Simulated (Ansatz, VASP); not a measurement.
## GaP in VASP and in Ansatz

File INCAR:

```
SYSTEM = GaP
ALGO = Normal
EDIFF = 1E-6
ENCUT = 520
GGA = PS
GGA_COMPAT = .FALSE.
ISIF = 2
ISMEAR = 0
LASPH = .TRUE.
LCHARG = .FALSE.
LORBIT = 11
LORBMOM = .TRUE.
LREAL = .FALSE.
LSORBIT = .TRUE.
LWAVE = .FALSE.
MAGMOM = 0 0 0 0 0 0
NBANDS = 30
NELM = 150
PREC = Accurate
SIGMA = 0.01
```

Contents of KPOINTS:

```
k-points
0
G
  8 8 8
  0 0 0
```

The input POSCAR:

```
GaP
1.0
    2.7414772856      2.7414772856      0.0000000000
   -2.7414772856      2.7414772856      0.0000000000
    0.0000000000      2.7414772856      2.7414772856
Ga P
1 1
Direct
    0.0000000000      0.0000000000      0.0000000000
    0.7500000000      0.2500000000      0.5000000000
```

Input for Ansatz:

```yaml
crystal:
  lattice:
    - [2.74147728563, 2.74147728563, 0.0]
    - [-2.74147728563, 2.74147728563, 0.0]
    - [0.0, 2.74147728563, 2.74147728563]
  atoms:
    - { symbol: Ga, position: [0.0, 0.0, 0.0] }
    - { symbol: P, position: [0.75, 0.25, 0.5] }
kpoints:
  mp_grid: { grid: [8, 8, 8] }
scf:
  occupations: { method: fixed }
  convergence: { dr2_threshold: 1.0e-10 }
hamiltonian:
  xc: pbesol
  pseudopotentials: { kind: all_electron, lapw: { basis_error: 0.0005 } }
magnetization:
  noncollinear: true
  spin_orbit: true
output:
  forces: true
  stress: true
  eigenstates:
    kpoints:
      - [0.0, 0.0, 0.0]
      - [0.429517813, -0.429517812, 1.0e-09]
      - [0.429517813, 0.429517812, 0.429517812]
      - [1.0e-09, 0.0, 0.429517813]
      - [0.5, 0.0, 0.0]
      - [0.0, 0.5, 0.5]
      - [0.0, -0.5, 0.0]
      - [0.5, 0.0, 0.5]
      - [-0.5, -0.5, -0.5]
      - [-0.5, 0.5, 0.0]
      - [0.0, 0.0, -0.5]
  eigenvalues: true
```

Alike in both runs: task single point; functional PBEsol; k mesh 8 × 8 × 8; non-collinear spin, spin-orbit coupling.

|  | VASP | Ansatz |
| --- | --- | --- |
| version | VASP 6.6.1 | Ansatz 0.2.0 |
| potentials or method | VASP PAW PBE potentials, release 64 (Ga_d, P) | all-electron LAPW |
| plane-wave cutoff (eV) | 520 | see its input |
| occupations | gaussian, width 0.01 eV | fixed |

|  | VASP | Ansatz | Ansatz less VASP |
| --- | --- | --- | --- |
| gap on the k mesh at the Fermi level (eV) | 1.50 | 1.50 | -0.001 |
| pressure (GPa) | -2.1 | -2.0 | +0.15 |
| net moment per atom (μB) | 0.00 | 0.00 | 0.000 |

Ansatz ran all-electron here, so the differences hold the error of VASP's frozen core and of both bases.

Caveats: the PAW data sets were made with another functional, which shifts forces and pressure a little (VASP).
